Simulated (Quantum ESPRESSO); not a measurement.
Crystal: TePb.

```
Pb Te
1.0
     0.00000    3.23100    3.23100
     3.23100    0.00000    3.23100
     3.23100    3.23100    0.00000
Pb Te
1 1
Direct
  0.00000 0.00000 0.00000
  0.50000 0.50000 0.50000
```

Base run:

- Program: Quantum ESPRESSO 7.5
- Functional: WC
- Potentials or basis: PseudoDojo 0.4.1 SR PBE standard
- Cutoff: 1088 eV
- Density cutoff: 4354 eV
- k mesh: 4 × 4 × 4, shifted
- Occupations: fermi-dirac, width 0.05 eV
- Spin: no spin polarisation

Its results: pressure -0.3 GPa; electronic dielectric tensor (diagonal) 28.11.

**Question.** The run is repeated on the same cell with these changes: functional from WC to BLYP. What comes out?

**Answer.** Pressure 5.4 GPa; electronic dielectric tensor (diagonal) 25.33.

BLYP binds less tightly than WC, so the same cell stands under more pressure.

Caveats: the potentials were made for another functional, which shifts forces and pressure; the cell is more than 3 GPa from zero pressure, which shifts response properties (some runs).
